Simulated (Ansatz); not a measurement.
Ag2O under changes of volume

One of the cells (17.503 Å³/atom); the others are scaled copies at fixed shape and fractional positions:

```xyz
6
Lattice="4.7180 0.0000 0.0000 0.0000 4.7180 0.0000 0.0000 0.0000 4.7180" Properties=species:S:1:pos:R:3 pbc="T T T"
Ag    3.5385    1.1795    3.5385
Ag    3.5385    3.5385    1.1795
Ag    1.1795    3.5385    3.5385
Ag    1.1795    1.1795    1.1795
O     2.3590    2.3590    2.3590
O     0.0000    0.0000    0.0000
```

- Program: Ansatz 0.2.0
- Functional: PBEsol
- Potentials or basis: Ansatz PAW
- Cutoff: 420 eV (not typed: the program's choice for these potentials)
- k mesh: 6 × 6 × 6
- Occupations: fermi-dirac, width 0.05 eV
- Spin: no spin polarisation

```tsv
volume (Å³/atom)	energy over the lowest point (meV/atom)	pressure (GPa)
16.453	14.78	5.5
16.803	?	?
17.153	0.58	1.2
17.503	0.00	-0.6
17.853	3.09	-2.2
18.204	9.54	-3.6
18.554	18.79	-4.8
```

Question: What does the run at 16.803 Å³/atom give?

Answer: Energy over the lowest point 5.31 meV/atom; pressure 3.2 GPa.

Worked out: A Birch-Murnaghan fit of order 3 (a polynomial in V^(-2/3)) to the other rows has its minimum at 17.38 Å³/atom with B0 = V·E''(V) = 88 GPa and B' = 5.1. It gives 5.32 meV/atom at 16.803 Å³/atom, against the run's 5.31, and -dE/dV = 3.2 GPa, against 3.2.

Energies are extrapolated to zero smearing.

Caveats: the PAW data sets come from PBE, with cores solved anew for the run's functional, which leaves a small shift of forces and pressure.
